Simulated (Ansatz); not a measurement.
# Relaxing SiC

These are results of DFT PBE+D3(BJ), scalar-relativistic, plane waves, PAW in Ansatz 0.2.0, not measurements. Run with 420 eV cutoff, 12×8×8 k-mesh, Gaussian smearing of 0.01 eV, no spin polarisation.

What was changed: 3 of 6 C sites taken by Si, cell and atoms relaxed.

Command:

```bash
ansatz run input.yaml --threads 1 --pin off --max-ram 2560MiB --backend cpu --events-out ev --progress --plain --runs-dir out
```

Input:

```yaml
crystal:
  lattice:
    - [1.7983093776, 0.0, -3.2614912724]
    - [-2.7273565571, -4.7239153906, 0.0144280043]
    - [-2.7273565571, 4.7239153906, 0.0144280043]
  atoms:
    - { symbol: Si, position: [0.9374666623, 0.4791750962, 0.8125084296] }
    - { symbol: C, position: [0.9374666623, 0.8125084296, 0.4791750962] }
    - { symbol: Si, position: [0.9374666623, 0.1458417629, 0.1458417629] }
    - { symbol: C, position: [0.0625333377, 0.1874915704, 0.5208249038] }
    - { symbol: C, position: [0.0625333377, 0.5208249038, 0.1874915704] }
    - { symbol: Si, position: [0.0625333377, 0.8541582371, 0.8541582371] }
basis:
  ecutwfc: 420
kpoints:
  mp_grid: { grid: [12, 8, 8] }
hamiltonian:
  xc: pbe
  dispersion: d3bj
scf:
  occupations: { method: gaussian, width: 0.01 }
output:
  forces: true
  stress: true
  eigenvalues: true
relax:
  adjacent_minimum: "off"
  f_tol: 0.015
  max_steps: 60
  cell: { stress_tol: 0.15 }
```

F is the free energy. Steps run on the plane waves of an earlier cell, but the last one, and at times one on the way, on a freshly chosen basis, so a repeated geometry can differ a little in energy.

Steps:

```csv
step,F − F(1) (eV),largest force component (eV/Å),V (Å³/atom),P (GPa)
1,0.0000,11.644,13.966,10.64
2,-5.5447,3.424,13.459,-7.70
3,-6.6487,3.664,12.700,-4.47
4,-6.7498,8.231,12.000,9.14
5,-7.3574,1.960,12.386,-3.94
6,-7.4623,0.749,12.197,-0.71
7,-7.4838,0.108,12.146,0.23
8,-7.4856,0.034,12.159,0.09
9,-7.4862,0.024,12.172,0.00
10,-7.4863,0.015,12.177,-0.02
11,-7.4808,0.014,12.177,-0.15
12,-7.4810,0.010,12.164,-0.02
13,-7.4809,0.010,12.164,-0.02
```

Relaxed structure:

```cif
data_structure
_symmetry_space_group_name_H-M 'P 1'
_symmetry_Int_Tables_number 1
_cell_length_a 3.3780
_cell_length_b 5.3863
_cell_length_c 5.4793
_cell_angle_alpha 121.228
_cell_angle_beta 107.168
_cell_angle_gamma 102.104
_cell_volume 72.98
loop_
_atom_site_label
_atom_site_type_symbol
_atom_site_fract_x
_atom_site_fract_y
_atom_site_fract_z
_atom_site_occupancy
Si1 Si 0.82890 0.40183 0.77555 1
C1 C 0.04610 0.83968 0.46533 1
Si2 Si 0.89719 0.17848 0.18188 1
C2 C 0.13170 0.16452 0.53966 1
C3 C 0.98033 0.54921 0.20558 1
Si3 Si 0.11578 0.86628 0.83200 1
```

The structure is triclinic, space group P1 (No. 1). Conventional cell: a = 3.378 Å, b = 4.614 Å, c = 5.386 Å, α = 113.47°, β = 102.10°, γ = 97.86°. Si (site symmetry 1) is surrounded by 3 C at 1.90 to 2.02 Å. Around C (site symmetry 1) lie 2 C at 1.37 to 1.51 Å. Si (site symmetry 1) has 2 C at 1.89 to 1.93 Å as nearest neighbours. C (site symmetry 1) is surrounded by 1 C at 1.51 Å. C (site symmetry 1) is surrounded by 1 C at 1.37 Å. Si (site symmetry 1) is surrounded by 1 C at 1.88 Å.

The run converged. It took 6.1 min on 1 thread of Intel(R) Xeon(R) 6975P-C (Granite Rapids) (shared host), peak memory 0.91 GiB.